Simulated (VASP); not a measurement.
# Y (P6_3/mmc) in VASP: notebook

One crystal, Y, is run at these levels: PBEsol, LDA; tasks: equation of state, band structure.

Program: VASP 6.6.1. These are calculated values, not measurements. Logs are shortened: lines on timing, memory, paths and dates and some standing lists are left out, and cuts for length are marked.

## 1. Starting point

It takes space group P6_3/mmc (No. 194, hexagonal). The conventional cell has a = 3.647 Å, b = 3.647 Å, c = 5.731 Å, α = 90.00°, β = 90.00°, γ = 120.00°. Y (site symmetry -6m2) is surrounded by 12 Y at 3.56 to 3.65 Å.

## 2. Equation of state, PBEsol, 32.02 Å³/atom

File INCAR:

```
SYSTEM = Y
  ADDGRID = .FALSE.
  ALGO = Normal
  EDIFF = 1E-8
  ENCUT = 900
  GGA = PS
  ISIF = 2
  ISMEAR = -1
  LASPH = .TRUE.
  LCHARG = .FALSE.
  LREAL = .FALSE.
  LWAVE = .FALSE.
  NELM = 100
  PREC = Accurate
  SIGMA = 0.05
```

File KPOINTS:

```
k-points
0
G
  20 20 11
  0 0 0
```

File POSCAR:

```
Y
1.0
    3.6105550567      0.0000000000      0.0000000000
   -1.8052775283      3.1268324009      0.0000000000
    0.0000000000      0.0000000000      5.6727111937
Y
2
Direct
    0.6666666667      0.3333333333      0.7500000000
    0.3333333333      0.6666666667      0.2500000000
```

Potentials or basis: VASP PAW PBE potentials, release 64 (Y_sv).

Started as:

```console
$ cat potpaw_PBE.64/Y_sv/POTCAR > POTCAR
$ mpirun -np 1 vasp_std > vasp.out
```

OUTCAR:

```text
SYSTEM = Y
   EDIFF = 1E-8
   ENCUT = 900
   GGA = PS
   ISIF = 2
   ISMEAR = -1
   LASPH = .TRUE.
   LREAL = .FALSE.
   NELM = 100
   PREC = Accurate

 ion  position               nearest neighbor table
   1  0.667  0.333  0.750-   2 3.52   2 3.52   2 3.52   2 3.52   2 3.52   2 3.52
   2  0.333  0.667  0.250-   1 3.52   1 3.52   1 3.52   1 3.52   1 3.52   1 3.52

  LATTYP: Found a hexagonal cell.
 ALAT       =     3.6105550567
 C/A-ratio  =     1.5711465702

  Lattice vectors:

 A1 = (   3.6105550567,   0.0000000000,   0.0000000000)
 A2 = (  -1.8052775283,   3.1268324009,   0.0000000000)
 A3 = (   0.0000000000,   0.0000000000,   5.6727111937)

Analysis of symmetry for initial positions (statically):
=====================================================================
 Subroutine PRICEL returns:
 Original cell was already a primitive cell.

 Routine SETGRP: Setting up the symmetry group for a
 hexagonal supercell.

 Subroutine GETGRP returns: Found 24 space group operations
 (whereof 12 operations were pure point group operations)
 out of a pool of 24 trial point group operations.

The static configuration has the point symmetry D_3d.
 The point group associated with its full space group is D_6h.

Analysis of symmetry for dynamics (positions and initial velocities):
=====================================================================
 Subroutine PRICEL returns:
 Original cell was already a primitive cell.

 Routine SETGRP: Setting up the symmetry group for a
 hexagonal supercell.

 Subroutine GETGRP returns: Found 24 space group operations
 (whereof 12 operations were pure point group operations)
 out of a pool of 24 trial point group operations.

The dynamic configuration has the point symmetry D_3d.
 The point group associated with its full space group is D_6h.

 Subroutine INISYM returns: Found 24 space group operations
 (whereof 12 operations are pure point group operations),
 and found     1 'primitive' translations

----------------------------------------------------------------------------------------

                                     Primitive cell

  volume of cell :      64.0426

  direct lattice vectors                    reciprocal lattice vectors
     3.610555057  0.000000000  0.000000000     0.276965725  0.159906236  0.000000000
    -1.805277528  3.126832401  0.000000000     0.000000000  0.319812472  0.000000000
     0.000000000  0.000000000  5.672711194     0.000000000  0.000000000  0.176282551

  length of vectors
     3.610555057  3.610555057  5.672711194     0.319812472  0.319812472  0.176282551

  position of ions in fractional coordinates (direct lattice)
     0.666666667  0.333333333  0.750000000
     0.333333333  0.666666667  0.250000000

  ion indices of the primitive-cell ions
   primitive index   ion index
                 1           1
                 2           2

----------------------------------------------------------------------------------------

 KPOINTS: k-points

Automatic generation of k-mesh.
 Grid dimensions read from file:
 generate k-points for:   20   20   11

 Generating k-lattice:

  Cartesian coordinates                     Fractional coordinates (reciprocal lattice)
     0.013848286  0.007995312  0.000000000     0.050000000  0.000000000  0.000000000
     0.000000000  0.015990624  0.000000000     0.000000000  0.050000000  0.000000000
     0.000000000  0.000000000  0.016025686     0.000000000  0.000000000  0.090909091

  Length of vectors
     0.015990624  0.015990624  0.016025686

  Shift w.r.t. Gamma in fractional coordinates (k-lattice)
     0.000000000  0.000000000  0.000000000

 Subroutine IBZKPT returns following result:
 ===========================================

 Found    264 irreducible k-points:

 Following reciprocal coordinates:
            Coordinates               Weight
  0.000000  0.000000  0.000000      1.000000
  0.050000  0.000000  0.000000      6.000000
  0.100000 -0.000000  0.000000      6.000000
  0.150000  0.000000  0.000000      6.000000
  0.200000 -0.000000  0.000000      6.000000
  0.250000  0.000000  0.000000      6.000000
[... 16 lines left out ...]
  0.200000  0.100000  0.000000     12.000000
  0.250000  0.100000  0.000000     12.000000
 [... further k-points ...]
   k-points           NKPTS =    264   k-points in BZ     NKDIM =    264   number of bands    NBANDS=     15
   number of dos      NEDOS =    301   number of ions     NIONS =      2
   total plane-waves  NPLWV =  72576
   dimension x,y,z NGX =    36 NGY =   36 NGZ =   56
   dimension x,y,z NGXF=    72 NGYF=   72 NGZF=  112
   ions per type =               2
   NGX,Y,Z   is equivalent  to a cutoff of  16.58, 16.58, 16.41 a.u.
   NGXF,Y,Z  is equivalent  to a cutoff of  33.15, 33.15, 32.82 a.u.
 SYSTEM =  Y
   PREC   = accura    normal or accurate (medium, high low for compatibility)
   ISTART =      0    job   : 0-new  1-cont  2-samecut
   ICHARG =      2    charge: 1-file 2-atom 10-const
   ISPIN  =      1    spin polarized calculation?
   LNONCOLLINEAR =      F non collinear calculations
   LSORBIT =      F    spin-orbit coupling
   LASPH  =      T    aspherical Exc in radial PAW
   ENCUT  =  900.0 eV  66.15 Ry    8.13 a.u.   8.83  8.83 13.88*2*pi/ulx,y,z
   NELM   =    100;   NELMIN=  2; NELMDL= -5     # of ELM steps
   EDIFF  = 0.1E-07   stopping-criterion for ELM
   LREAL  =      F    real-space projection
   EDIFFG = 0.1E-06   stopping-criterion for IOM
   NSW    =      0    number of steps for IOM
   IBRION =     -1    ionic relax: 0-MD 1-quasi-New 2-CG
   NFREE  =      0    steps in history (QN), initial steepest desc. (CG)
   ISIF   =      2    stress and relaxation
   ISYM   =      2    0-nonsym 1-usesym 2-fastsym
   POTIM  = 0.5000    time-step for ionic-motion
   TEBEG  =    0.0;   TEEND  =   0.0 temperature during run
   PSTRESS=    0.0 pullay stress
   NELECT =      22.0000    total number of electrons
   NUPDOWN=      -1.0000    fix difference up-down
   EMIN   =  10.00;   EMAX   =-10.00  energy-range for DOS
   EFERMI =   0.00;   METHOD = LEGACY
   ISMEAR =    -1;   SIGMA  =   0.05  broadening in eV -4-tet -1-fermi 0-gaus
   EFERMI_NEDOS =   21; number of points for ismear=-14 and -15
   IALGO  =     38    algorithm
   IMIX   =      4    mixing-type and parameters
     AMIX     =   0.40;   BMIX     =  1.00
     AMIX_MAG =   1.60;   BMIX_MAG =  1.00
  volume/ion in A,a.u.               =      32.02       216.09
  Fermi-wavevector in a.u.,A,eV,Ry     =   1.146549  2.166664 17.885875  1.314575
  Thomas-Fermi vector in A             =   2.283233
   LORBIT       =      0    0 simple, 1 ext, 2 COOP (PROOUT), +10 PAW based schemes
   GGA     = PS    functional components
   LHFCALC =     F    Hartree Fock is set to
   AEXX    =    0.0000 exact exchange contribution
   IVDW    =     0    specifies the selected vdW correction
   LEPSILON=     F    determine dielectric tensor
   LRPA    =     F    only Hartree local field effects (RPA)
 non-spin polarized calculation
  energy-cutoff  :      900.00
  volume of cell :       64.04
 maximum number of plane-waves:      3981
 NGX is ok and might be reduce to    36
   NGX = 17   NGY = 17   NGZ = 27

 number of electron      22.0000000 magnetization

 Free energy of the ion-electron system (eV)
  ---------------------------------------------------
  ext. energy  EPLUGINS =         0.00000000
  ---------------------------------------------------
  free energy    TOTEN  =       -13.64825591 eV

  energy without entropy =      -13.61584186  energy(sigma->0) =      -13.63204889

 E-fermi :   3.0100     XC(G=0):  -9.6333

 val. band max:        3.0078611851   @ k =   0.2500   0.1500   0.1818
 cond. band min:       3.0112304799   @ k =   0.3000   0.2500   0.4545
 fundamental gap:      0.0033692949
 Fermi energy:         3.0099511320

 k-point     1 :       0.0000    0.0000    0.0000
  band No.  band energies     occupation
      1     -39.5271      2.00000
      2     -39.4448      2.00000
      3     -19.8571      2.00000
      4     -19.3352      2.00000
      5     -19.3352      2.00000
      6     -19.2382      2.00000
      7     -19.2382      2.00000
      8     -19.2028      2.00000
      9      -1.7353      2.00000
     10       1.0946      2.00000
     11       3.9783      0.00000
     12       4.7713      0.00000
     13       4.7713      0.00000
     14       5.0692      0.00000
     15       5.3930      0.00000

 k-point     2 :       0.0500    0.0000    0.0000
  band No.  band energies     occupation
      1     -39.5257      2.00000
      2     -39.4443      2.00000
      3     -19.8522      2.00000
      4     -19.3453      2.00000
      5     -19.3386      2.00000
      6     -19.2489      2.00000
      7     -19.2395      2.00000
      8     -19.2051      2.00000
      9      -1.6800      2.00000
     10       1.1473      2.00000
     11       3.9172      0.00000
     12       4.5990      0.00000
     13       4.8226      0.00000
     14       5.2003      0.00000
     15       5.3319      0.00000

 k-point     3 :       0.1000   -0.0000    0.0000
  band No.  band energies     occupation
      1     -39.5215      2.00000
      2     -39.4428      2.00000
      3     -19.8377      2.00000
      4     -19.3747      2.00000
      5     -19.3486      2.00000
      6     -19.2797      2.00000
      7     -19.2433      2.00000
      8     -19.2119      2.00000
      9      -1.5167      2.00000
     10       1.2996      2.00000
     11       3.7473      0.00000
     12       4.2945      0.00000
     13       4.9755      0.00000
     14       5.1504      0.00000
     15       5.4200      0.00000
[... 343 lines left out ...]
 k-point    23 :       0.2000    0.1000    0.0000
  band No.  band energies     occupation
      1     -39.4936      2.00000
      2     -39.4347      2.00000
      3     -19.7340      2.00000
      4     -19.5427      2.00000
      5     -19.4888      2.00000
      6     -19.3906      2.00000
      7     -19.2866      2.00000
      8     -19.2664      2.00000
      9      -0.3475      2.00000
     10       2.1785      2.00000
     11       2.8829      1.85405
     12       3.2368      0.02119
     13       4.4869      0.00000
     14       4.6548      0.00000
     15       5.1523      0.00000

 k-point    24 :       0.2500    0.1000    0.0000
  band No.  band energies     occupation
      1     -39.4837      2.00000
      2     -39.4329      2.00000
      3     -19.6937      2.00000
      4     -19.6034      2.00000
      5     -19.5323      2.00000
      6     -19.4209      2.00000
      7     -19.2994      2.00000
      8     -19.2907      2.00000
      9       0.1042      2.00000
     10       2.2925      2.00000
     11       2.6499      1.99851
     12       3.0783      0.40597
     13       4.4826      0.00000
     14       4.4924      0.00000
     15       4.9625      0.00000

 [... further k-points ...]

------------------------ aborting loop because EDIFF is reached ----------------------------------------

  FORCE on cell =-STRESS in cart. coord.  units (eV):
  Direction    XX          YY          ZZ          XY          YZ          ZX
  --------------------------------------------------------------------------------------
  -------------------------------------------------------------------------------------
  Total       -0.3125455     -0.3125455     -0.5939910     -0.0000000      0.0000000     -0.0000000
  in kB       -7.8190607     -7.8190607    -14.8600812     -0.0000000      0.0000000     -0.0000000
  external PRESSURE =     -10.1660675 kB  Pullay stress =       0.0000000 kB

 VOLUME and BASIS-vectors are now :
 -----------------------------------------------------------------------------
  energy-cutoff  :      900.00
  volume of cell :       64.04
      direct lattice vectors                 reciprocal lattice vectors
     3.610555057  0.000000000  0.000000000     0.276965725  0.159906236  0.000000000
    -1.805277528  3.126832401  0.000000000     0.000000000  0.319812472  0.000000000
     0.000000000  0.000000000  5.672711194     0.000000000  0.000000000  0.176282551

 POSITION                                       TOTAL-FORCE (eV/Angst)
 -----------------------------------------------------------------------------------
      1.80528      1.04228      4.25453        -0.000000      0.000000      0.000000
     -0.00000      2.08455      1.41818         0.000000     -0.000000      0.000000
 -----------------------------------------------------------------------------------
    total drift:                               -0.000000      0.000000     -0.000000

  FREE ENERGIE OF THE ION-ELECTRON SYSTEM (eV)
  ---------------------------------------------------
  free  energy   TOTEN  =       -13.6482559146 eV

  energy  without entropy=      -13.6158418606  energy(sigma->0) =      -13.63204889
```

It took 4.2 min on 1 thread of AMD EPYC 9R45 (Zen 5), shared host; peak memory 0.68 GiB.

What came out:

* Free energy: -13.6483 eV
* Pressure: -1.0 GPa
* Band gap on the k mesh: none (metal or under the smearing width)

Caveat: the PAW data sets were made with another functional, which shifts forces and pressure a little.

## 3. Equation of state, PBEsol, 34.00 Å³/atom

INCAR is that of step 2.

KPOINTS is that of step 2.

File POSCAR:

```
Y
1.0
    3.6835152200      0.0000000000      0.0000000000
   -1.8417576100      3.1900177558      0.0000000000
    0.0000000000      0.0000000000      5.7873423041
Y
2
Direct
    0.6666666667      0.3333333333      0.7500000000
    0.3333333333      0.6666666667      0.2500000000
```

Potentials or basis: VASP PAW PBE potentials, release 64 (Y_sv).

Started as:

```console
$ cat potpaw_PBE.64/Y_sv/POTCAR > POTCAR
$ mpirun -np 1 vasp_std > vasp.out
```

Wall time 4.6 min (1 thread of AMD EPYC 9R45 (Zen 5), shared host); peak memory 0.71 GiB.

Results (log left out):

```
Free energy            : -13.5954 eV
Pressure               : -3.2 GPa
Band gap on the k mesh : none (metal or under the smearing width)
```

Caveat: the PAW data sets were made with another functional, which shifts forces and pressure a little.

## 4. Equation of state, PBEsol, 32.02 Å³/atom

Edit INCAR of step 3 so:

```diff
@@ -3,4 +3,4 @@
   ALGO = Normal
-  EDIFF = 1E-8
-  ENCUT = 900
+  EDIFF = 1E-6
+  ENCUT = 300
   GGA = PS
@@ -14,2 +14,2 @@
   PREC = Accurate
-  SIGMA = 0.05
+  SIGMA = 0.15
```

File KPOINTS:

```
k-points
0
G
  3 3 2
  0 0 0
```

File POSCAR:

```
Y
1.0
    3.6105550567      0.0000000000      0.0000000000
   -1.8052775283      3.1268324009      0.0000000000
    0.0000000000      0.0000000000      5.6727111937
Y
2
Direct
    0.6666666667      0.3333333333      0.7500000000
    0.3333333333      0.6666666667      0.2500000000
```

Started as:

```console
$ cat potpaw_PBE.64/Y_sv/POTCAR > POTCAR
$ mpirun -np 1 vasp_std > vasp.out
```

It took 3.8 s on 1 thread of AMD EPYC 9R45 (Zen 5), shared host; peak memory 0.1 GiB.

The run converged, but some of its settings lie outside the range that counts as converged, so its numbers aren't taken as properties of the crystal.

What came out:

```
Free energy            : -13.6915 eV
Pressure               : -1.8 GPa
Band gap on the k mesh : none (metal or under the smearing width)
```

Caveat: the k mesh is coarse (spacing up to 0.67 Å⁻¹), so the values aren't converged; the PAW data sets were made with another functional, which shifts forces and pressure a little.

## 5. Equation of state, PBEsol, 34.00 Å³/atom

INCAR is that of step 4.

KPOINTS is that of step 4.

File POSCAR:

```
Y
1.0
    3.6835152200      0.0000000000      0.0000000000
   -1.8417576100      3.1900177558      0.0000000000
    0.0000000000      0.0000000000      5.7873423041
Y
2
Direct
    0.6666666667      0.3333333333      0.7500000000
    0.3333333333      0.6666666667      0.2500000000
```

Started as:

```console
$ cat potpaw_PBE.64/Y_sv/POTCAR > POTCAR
$ mpirun -np 1 vasp_std > vasp.out
```

Wall time 4.5 s (1 thread of AMD EPYC 9R45 (Zen 5), shared host); peak memory 0.12 GiB.

These settings aren't checked as converged: the numbers below hold their error.

Results:

| Property | Result |
| --- | --- |
| Free energy | -13.6294 eV |
| Pressure | -3.7 GPa |
| Band gap on the k mesh | none (metal or under the smearing width) |

Caveat: the k mesh is coarse (spacing up to 0.66 Å⁻¹), so the values aren't converged; the PAW data sets were made with another functional, which shifts forces and pressure a little.

## 6. Equation of state, PBEsol, 32.02 Å³/atom

Edit INCAR of step 5 so:

```diff
@@ -4,3 +4,3 @@
   EDIFF = 1E-6
-  ENCUT = 300
+  ENCUT = 350
   GGA = PS
```

KPOINTS is that of step 5.

File POSCAR:

```
Y
1.0
    3.6105550567      0.0000000000      0.0000000000
   -1.8052775283      3.1268324009      0.0000000000
    0.0000000000      0.0000000000      5.6727111937
Y
2
Direct
    0.6666666667      0.3333333333      0.7500000000
    0.3333333333      0.6666666667      0.2500000000
```

Potentials or basis: VASP PAW PBE potentials, release 64 (Y_sv).

Started as:

```console
$ cat potpaw_PBE.64/Y_sv/POTCAR > POTCAR
$ mpirun -np 1 vasp_std > vasp.out
```

Run time: 4.6 s. Hardware: 1 thread of AMD EPYC 9R45 (Zen 5), shared host; peak memory 0.12 GiB.

These settings aren't checked as converged: the numbers below hold their error.

Results:

| Property | Result |
| --- | --- |
| Free energy | -13.6961 eV |
| Pressure | -1.6 GPa |
| Band gap on the k mesh | none (metal or under the smearing width) |

Caveat: the k mesh is coarse (spacing up to 0.67 Å⁻¹), so the values aren't converged; the PAW data sets were made with another functional, which shifts forces and pressure a little.

## 7. Equation of state, PBEsol, 34.00 Å³/atom

INCAR is that of step 6.

KPOINTS is that of step 6.

File POSCAR:

```
Y
1.0
    3.6835152200      0.0000000000      0.0000000000
   -1.8417576100      3.1900177558      0.0000000000
    0.0000000000      0.0000000000      5.7873423041
Y
2
Direct
    0.6666666667      0.3333333333      0.7500000000
    0.3333333333      0.6666666667      0.2500000000
```

Started as:

```console
$ cat potpaw_PBE.64/Y_sv/POTCAR > POTCAR
$ mpirun -np 1 vasp_std > vasp.out
```

Wall time 4.6 s (1 thread of AMD EPYC 9R45 (Zen 5), shared host); peak memory 0.12 GiB.

The run converged, but some of its settings lie outside the range that counts as converged, so its numbers aren't taken as properties of the crystal.

Results:

```yaml
Free_energy: -13.6328 eV
Pressure: -3.5 GPa
Band_gap_on_the_k_mesh: none (metal or under the smearing width)
```

Caveat: the k mesh is coarse (spacing up to 0.66 Å⁻¹), so the values aren't converged; the PAW data sets were made with another functional, which shifts forces and pressure a little.

## 8. Equation of state, PBEsol, 32.02 Å³/atom

Edit INCAR of step 7 so:

```diff
@@ -4,3 +4,3 @@
   EDIFF = 1E-6
-  ENCUT = 350
+  ENCUT = 400
   GGA = PS
```

KPOINTS is that of step 7.

File POSCAR:

```
Y
1.0
    3.6105550567      0.0000000000      0.0000000000
   -1.8052775283      3.1268324009      0.0000000000
    0.0000000000      0.0000000000      5.6727111937
Y
2
Direct
    0.6666666667      0.3333333333      0.7500000000
    0.3333333333      0.6666666667      0.2500000000
```

Started as:

```console
$ cat potpaw_PBE.64/Y_sv/POTCAR > POTCAR
$ mpirun -np 1 vasp_std > vasp.out
```

Wall time 4.7 s (1 thread of AMD EPYC 9R45 (Zen 5), shared host); peak memory 0.13 GiB.

The run converged, but some of its settings lie outside the range that counts as converged, so its numbers aren't taken as properties of the crystal.

What came out:

- Free energy: -13.6962 eV
- Pressure: -1.6 GPa
- Band gap on the k mesh: none (metal or under the smearing width)

Caveat: the k mesh is coarse (spacing up to 0.67 Å⁻¹), so the values aren't converged; the PAW data sets were made with another functional, which shifts forces and pressure a little.

## 9. Equation of state, PBEsol, 34.00 Å³/atom

INCAR is that of step 8.

KPOINTS is that of step 8.

File POSCAR:

```
Y
1.0
    3.6835152200      0.0000000000      0.0000000000
   -1.8417576100      3.1900177558      0.0000000000
    0.0000000000      0.0000000000      5.7873423041
Y
2
Direct
    0.6666666667      0.3333333333      0.7500000000
    0.3333333333      0.6666666667      0.2500000000
```

Potentials or basis: VASP PAW PBE potentials, release 64 (Y_sv).

Started as:

```console
$ cat potpaw_PBE.64/Y_sv/POTCAR > POTCAR
$ mpirun -np 1 vasp_std > vasp.out
```

Run time: 4.7 s. Hardware: 1 thread of AMD EPYC 9R45 (Zen 5), shared host; peak memory 0.13 GiB.

The run converged, but some of its settings lie outside the range that counts as converged, so its numbers aren't taken as properties of the crystal.

What came out:

* Free energy: -13.6327 eV
* Pressure: -3.5 GPa
* Band gap on the k mesh: none (metal or under the smearing width)

Caveat: the k mesh is coarse (spacing up to 0.66 Å⁻¹), so the values aren't converged; the PAW data sets were made with another functional, which shifts forces and pressure a little.

(Part 1 of 7 ends here.)
